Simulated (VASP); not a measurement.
# C (Fd-3m) in VASP: further runs

The runs below take C through single point, with r2SCAN.

All numbers are computed with VASP 6.6.1; they aren't measurements. Logs are shortened: lines on timing, memory, paths and dates and some standing lists are left out, and cuts for length are marked.

### 1 The undisturbed crystal

The structure is cubic, space group Fd-3m (No. 227). Conventional cell: a = 3.567 Å, b = 3.567 Å, c = 3.567 Å, α = 90.00°, β = 90.00°, γ = 90.00°. C (site symmetry -43m) has 4 C at 1.54 Å as nearest neighbours.

This isn't the form of C at room conditions, which is graphite.

### 2 Single point, r2SCAN (a relaxed cell with its volume scaled by 0.97)

INCAR reads:

```
ALGO = Normal
EDIFF = 1E-7
ENCUT = 520
ISIF = 2
ISMEAR = 0
LASPH = True
LCHARG = False
LMIXTAU = True
LREAL = False
LWAVE = False
METAGGA = R2SCAN
NBANDS = 11
NELM = 60
PREC = Accurate
SIGMA = 0.02
```

KPOINTS reads:

```
k-points
0
Gamma
  14 14 14
```

POSCAR reads:

```
C                                       
1.0
    0.0000000000      1.7635765735      1.7635765735
    1.7635765735      0.0000000000      1.7635765735
    1.7635765735      1.7635765735      0.0000000000
  C             
     2
Direct
     0.0000000000000000    0.0000000000000000    0.0000000000000000
     0.2500000000000000    0.2500000000000000    0.2500000000000000
```

Potentials or basis: VASP PAW PBE potentials, release 64 (C).

The run is started by

```bash
> cat potpaw_PBE.64/C/POTCAR > POTCAR
> mpirun -np 1 vasp_std > vasp.out
```

OUTCAR:

```text
EDIFF = 1E-7
   ENCUT = 520
   ISIF = 2
   ISMEAR = 0
   LASPH = True
   LREAL = False
   METAGGA = R2SCAN
   NELM = 60
   PREC = Accurate

 ion  position               nearest neighbor table
   1  0.000  0.000  0.000-   2 1.53   2 1.53   2 1.53   2 1.53
   2  0.250  0.250  0.250-   1 1.53   1 1.53   1 1.53   1 1.53

  LATTYP: Found a face centered cubic cell.
 ALAT       =     3.5271531470

  Lattice vectors:

 A1 = (   0.0000000000,   1.7635765735,   1.7635765735)
 A2 = (   1.7635765735,   0.0000000000,   1.7635765735)
 A3 = (   1.7635765735,   1.7635765735,   0.0000000000)

Analysis of symmetry for initial positions (statically):
=====================================================================
 Subroutine PRICEL returns:
 Original cell was already a primitive cell.

 Routine SETGRP: Setting up the symmetry group for a
 face centered cubic supercell.

 Subroutine GETGRP returns: Found 48 space group operations
 (whereof 24 operations were pure point group operations)
 out of a pool of 48 trial point group operations.

The static configuration has the point symmetry T_d .
 The point group associated with its full space group is O_h .

Analysis of symmetry for dynamics (positions and initial velocities):
=====================================================================
 Subroutine PRICEL returns:
 Original cell was already a primitive cell.

 Routine SETGRP: Setting up the symmetry group for a
 face centered cubic supercell.

 Subroutine GETGRP returns: Found 48 space group operations
 (whereof 24 operations were pure point group operations)
 out of a pool of 48 trial point group operations.

The dynamic configuration has the point symmetry T_d .
 The point group associated with its full space group is O_h .

 Subroutine INISYM returns: Found 48 space group operations
 (whereof 24 operations are pure point group operations),
 and found     1 'primitive' translations

----------------------------------------------------------------------------------------

                                     Primitive cell

  volume of cell :      10.9702

  direct lattice vectors                    reciprocal lattice vectors
     0.000000000  1.763576573  1.763576573    -0.283514766  0.283514766  0.283514766
     1.763576573  0.000000000  1.763576573     0.283514766 -0.283514766  0.283514766
     1.763576573  1.763576573  0.000000000     0.283514766  0.283514766 -0.283514766

  length of vectors
     2.494073909  2.494073909  2.494073909     0.491061980  0.491061980  0.491061980

  position of ions in fractional coordinates (direct lattice)
     0.000000000  0.000000000  0.000000000
     0.250000000  0.250000000  0.250000000

  ion indices of the primitive-cell ions
   primitive index   ion index
                 1           1
                 2           2

----------------------------------------------------------------------------------------

 KPOINTS: k-points

Automatic generation of k-mesh.
 Grid dimensions read from file:
 generate k-points for:   14   14   14

 Generating k-lattice:

  Cartesian coordinates                     Fractional coordinates (reciprocal lattice)
    -0.020251055  0.020251055  0.020251055     0.071428571  0.000000000  0.000000000
     0.020251055 -0.020251055  0.020251055     0.000000000  0.071428571  0.000000000
     0.020251055  0.020251055 -0.020251055     0.000000000  0.000000000  0.071428571

  Length of vectors
     0.035075856  0.035075856  0.035075856

  Shift w.r.t. Gamma in fractional coordinates (k-lattice)
     0.000000000  0.000000000  0.000000000

 Subroutine IBZKPT returns following result:
 ===========================================

 Found    104 irreducible k-points:

 Following reciprocal coordinates:
            Coordinates               Weight
  0.000000  0.000000  0.000000      1.000000
  0.071429  0.000000  0.000000      8.000000
  0.142857  0.000000  0.000000      8.000000
  0.214286  0.000000  0.000000      8.000000
  0.285714  0.000000  0.000000      8.000000
  0.357143  0.000000  0.000000      8.000000
[... 16 lines left out ...]
  0.214286  0.142857  0.000000     24.000000
  0.285714  0.142857  0.000000     24.000000
 [... further k-points ...]
   k-points           NKPTS =    104   k-points in BZ     NKDIM =    104   number of bands    NBANDS=     11
   number of dos      NEDOS =    301   number of ions     NIONS =      2
   total plane-waves  NPLWV =   8000
   dimension x,y,z NGX =    20 NGY =   20 NGZ =   20
   dimension x,y,z NGXF=    40 NGYF=   40 NGZF=   40
   ions per type =               2
   NGX,Y,Z   is equivalent  to a cutoff of  13.33, 13.33, 13.33 a.u.
   NGXF,Y,Z  is equivalent  to a cutoff of  26.66, 26.66, 26.66 a.u.
 SYSTEM =  unknown system
   PREC   = accura    normal or accurate (medium, high low for compatibility)
   ISTART =      0    job   : 0-new  1-cont  2-samecut
   ICHARG =      2    charge: 1-file 2-atom 10-const
   ISPIN  =      1    spin polarized calculation?
   LNONCOLLINEAR =      F non collinear calculations
   LSORBIT =      F    spin-orbit coupling
   LASPH  =      T    aspherical Exc in radial PAW
   ENCUT  =  520.0 eV  38.22 Ry    6.18 a.u.   4.64  4.64  4.64*2*pi/ulx,y,z
   NELM   =     60;   NELMIN=  2; NELMDL= -5     # of ELM steps
   EDIFF  = 0.1E-06   stopping-criterion for ELM
   LREAL  =      F    real-space projection
   EDIFFG = 0.1E-05   stopping-criterion for IOM
   NSW    =      0    number of steps for IOM
   IBRION =     -1    ionic relax: 0-MD 1-quasi-New 2-CG
   NFREE  =      0    steps in history (QN), initial steepest desc. (CG)
   ISIF   =      2    stress and relaxation
   ISYM   =      2    0-nonsym 1-usesym 2-fastsym
   POTIM  = 0.5000    time-step for ionic-motion
   TEBEG  =    0.0;   TEEND  =   0.0 temperature during run
   PSTRESS=    0.0 pullay stress
   NELECT =       8.0000    total number of electrons
   NUPDOWN=      -1.0000    fix difference up-down
   EMIN   =  10.00;   EMAX   =-10.00  energy-range for DOS
   EFERMI =   0.00;   METHOD = LEGACY
   ISMEAR =     0;   SIGMA  =   0.02  broadening in eV -4-tet -1-fermi 0-gaus
   EFERMI_NEDOS =   21; number of points for ismear=-14 and -15
   IALGO  =     38    algorithm
   IMIX   =      4    mixing-type and parameters
     AMIX     =   0.40;   BMIX     =  1.00
     AMIX_MAG =   1.60;   BMIX_MAG =  1.00
  volume/ion in A,a.u.               =       5.49        37.02
  Fermi-wavevector in a.u.,A,eV,Ry     =   1.473558  2.784620 29.543317  2.171373
  Thomas-Fermi vector in A             =   2.588436
   LORBIT       =      0    0 simple, 1 ext, 2 COOP (PROOUT), +10 PAW based schemes
   METAGGA = R2SCAN    functional components
   LHFCALC =     F    Hartree Fock is set to
   AEXX    =    0.0000 exact exchange contribution
   IVDW    =     0    specifies the selected vdW correction
   LEPSILON=     F    determine dielectric tensor
   LRPA    =     F    only Hartree local field effects (RPA)
 non-spin polarized calculation
 Gauss-broadening in eV      SIGMA  =   0.02
  energy-cutoff  :      520.00
  volume of cell :       10.97
 maximum number of plane-waves:       307
   NGX =  9   NGY =  9   NGZ =  9

 number of electron       7.9999999 magnetization

 Free energy of the ion-electron system (eV)
  ---------------------------------------------------
  ext. energy  EPLUGINS =         0.00000000
  ---------------------------------------------------
  free energy    TOTEN  =       -19.64159869 eV

  energy without entropy =      -19.64159869  energy(sigma->0) =      -19.64159869

 E-fermi :  10.4651     XC(G=0): -14.4427

 val. band max:       10.2055454312   @ k =   0.0000   0.0000   0.0000
 cond. band min:      14.6035072608   @ k =   0.3571   0.3571   0.0000
 fundamental gap:      4.3979618296
 Fermi energy:        10.4651427052

 k-point     1 :       0.0000    0.0000    0.0000
  band No.  band energies     occupation
      1     -12.9590      2.00000
      2      10.2055      2.00000
      3      10.2055      2.00000
      4      10.2055      2.00000
      5      16.1333      0.00000
      6      16.1333      0.00000
      7      16.1333      0.00000
      8      24.8355      0.00000
      9      31.0670      0.00000
     10      37.9688      0.00000
     11      37.9688      0.00000

 k-point     2 :       0.0714    0.0000    0.0000
  band No.  band energies     occupation
      1     -12.8078      2.00000
      2       9.1750      2.00000
      3       9.9356      2.00000
      4       9.9356      2.00000
      5      16.4869      0.00000
      6      16.4869      0.00000
      7      16.7655      0.00000
      8      24.9665      0.00000
      9      31.3281      0.00000
     10      36.1846      0.00000
     11      36.1846      0.00000

 k-point     3 :       0.1429    0.0000    0.0000
  band No.  band energies     occupation
      1     -12.3560      2.00000
      2       6.9440      2.00000
      3       9.3113      2.00000
      4       9.3113      2.00000
      5      17.3100      0.00000
      6      17.3100      0.00000
      7      17.8496      0.00000
      8      25.3458      0.00000
      9      31.9343      0.00000
     10      34.5443      0.00000
     11      34.5443      0.00000
[... 267 lines left out ...]
 k-point    23 :       0.2143    0.1429    0.0000
  band No.  band energies     occupation
      1     -11.6065      2.00000
      2       6.0390      2.00000
      3       7.1548      2.00000
      4       7.9828      2.00000
      5      15.7834      0.00000
      6      20.2330      0.00000
      7      20.2623      0.00000
      8      23.8750      0.00000
      9      31.4725      0.00000
     10      32.9943      0.00000
     11      38.3401      0.00000

 k-point    24 :       0.2857    0.1429    0.0000
  band No.  band energies     occupation
      1     -10.7659      2.00000
      2       3.6485      2.00000
      3       6.5654      2.00000
      4       7.3670      2.00000
      5      16.5182      0.00000
      6      21.0026      0.00000
      7      21.0827      0.00000
      8      23.5559      0.00000
      9      32.0878      0.00000
     10      33.3985      0.00000
     11      37.8959      0.00000

 [... further k-points ...]

------------------------ aborting loop because EDIFF is reached ----------------------------------------

  FORCE on cell =-STRESS in cart. coord.  units (eV):
  Direction    XX          YY          ZZ          XY          YZ          ZX
  --------------------------------------------------------------------------------------
  -------------------------------------------------------------------------------------
  Total        0.9956847      0.9956847      0.9956847      0.0000000      0.0000000      0.0000000
  in kB      145.4184257    145.4184257    145.4184257      0.0000000      0.0000000      0.0000000
  external PRESSURE =     145.4184257 kB  Pullay stress =       0.0000000 kB

 VOLUME and BASIS-vectors are now :
 -----------------------------------------------------------------------------
  energy-cutoff  :      520.00
  volume of cell :       10.97
      direct lattice vectors                 reciprocal lattice vectors
     0.000000000  1.763576573  1.763576573    -0.283514766  0.283514766  0.283514766
     1.763576573  0.000000000  1.763576573     0.283514766 -0.283514766  0.283514766
     1.763576573  1.763576573  0.000000000     0.283514766  0.283514766 -0.283514766

 POSITION                                       TOTAL-FORCE (eV/Angst)
 -----------------------------------------------------------------------------------
      0.00000      0.00000      0.00000        -0.000000      0.000000     -0.000000
      0.88179      0.88179      0.88179         0.000000     -0.000000      0.000000
 -----------------------------------------------------------------------------------
    total drift:                               -0.000000     -0.000000     -0.000000

  FREE ENERGIE OF THE ION-ELECTRON SYSTEM (eV)
  ---------------------------------------------------
  free  energy   TOTEN  =       -19.6415986879 eV

  energy  without entropy=      -19.6415986879  energy(sigma->0) =      -19.64159869
```

It took 28 s on 1 thread of Intel Xeon 6975P-C (Granite Rapids), shared host; peak memory 0.12 GiB.

What came out:

| Item | Value |
| --- | --- |
| Free energy | -19.6416 eV |
| Pressure | 14.5 GPa |
| Band gap on the k mesh | 4.40 eV, indirect (least direct gap 5.93 eV) |

Caveat: the PAW data sets were made with another functional, which shifts forces and pressure a little.

### 3 Single point, r2SCAN (a relaxed cell with its volume scaled by 1.03)

INCAR is that of step 2.

KPOINTS is that of step 2.

POSCAR reads:

```
C                                       
1.0
    0.0000000000      1.7992139846      1.7992139846
    1.7992139846      0.0000000000      1.7992139846
    1.7992139846      1.7992139846      0.0000000000
  C             
     2
Direct
     0.0000000000000000    0.0000000000000000    0.0000000000000000
     0.2500000000000000    0.2500000000000000    0.2500000000000000
```

Potentials or basis: VASP PAW PBE potentials, release 64 (C).

The run is started by

```bash
> cat potpaw_PBE.64/C/POTCAR > POTCAR
> mpirun -np 1 vasp_std > vasp.out
```

It took 32 s on 1 thread of Intel Xeon 6975P-C (Granite Rapids), shared host; peak memory 0.12 GiB.

Results (log left out):

* Free energy: -19.6444 eV
* Pressure: -12.6 GPa
* Band gap on the k mesh: 4.26 eV, indirect (least direct gap 5.76 eV)

Levels at points of the mesh, in eV from the valence-band top:
```tsv
k point	band 1	band 2	band 3	band 4	band 5	band 6	band 7	band 8	band 9
(0.00, 0.00, 0.00)	-22.33	0.00	0.00	0.00	5.76	5.76	5.76	13.19	20.03
(0.50, 0.00, 0.00)	-16.54	-13.75	-2.91	-2.91	8.76	8.76	8.76	16.44	22.80
(0.50, 0.50, 0.00)	-13.40	-13.40	-6.49	-6.49	4.94	4.94	17.46	17.46	24.11
```

Caveat: the PAW data sets were made with another functional, which shifts forces and pressure a little.
